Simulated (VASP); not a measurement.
The system is Te.

```
Te
1.0
     4.60334    0.00000    0.00000
    -2.30167    3.98661    0.00000
     0.00000    0.00000    6.07108
Te
3
Direct
  0.26904 0.00000 0.33333
  0.00000 0.26904 0.66667
  0.73096 0.73096 0.00000
```

The cell isn't the ideal one: a relaxed cell with its volume scaled by 1.06.

- Program: VASP 6.6.1
- Task: relaxation of shape and atoms at fixed volume
- Functional: PBE
- Potentials or basis: VASP PAW PBE potentials, release 64 (Te)
- Cutoff: 600 eV
- k mesh: 9 × 9 × 6
- Occupations: gaussian, width 0.03 eV
- Spin: no spin polarisation

At the start: pressure -2.3 GPa; volume 37.14 Å³/atom.

Where does the relaxation end?

Over 7 steps the energy falls by 10.3 meV/atom; space group P3_121 (No. 152, to 0.05 Å).

The path:
| step | energy change (eV) | largest force (eV/Å) | pressure (GPa) |
| --- | --- | --- | --- |
| 1 | 0.0000 | 0.2731 | -2.27 |
| 2 | -0.0139 | 0.2167 | -1.90 |
| 3 | -0.0303 | 0.0535 | -0.94 |
| 4 | -0.0307 | 0.0123 | -0.72 |
| 5 | -0.0307 | 0.0191 | -0.76 |
| 6 | -0.0309 | 0.0108 | -0.75 |
| 7 | -0.0310 | 0.0006 | -0.73 |

Final structure:
```
Te
1.0
     4.65751    0.00000    0.00000
    -2.32876    4.03352    0.00000
     0.00000    0.00000    5.93068
Te
3
Direct
  0.25795 0.00000 0.33333
  0.00000 0.25795 0.66667
  0.74205 0.74205 0.00000
```
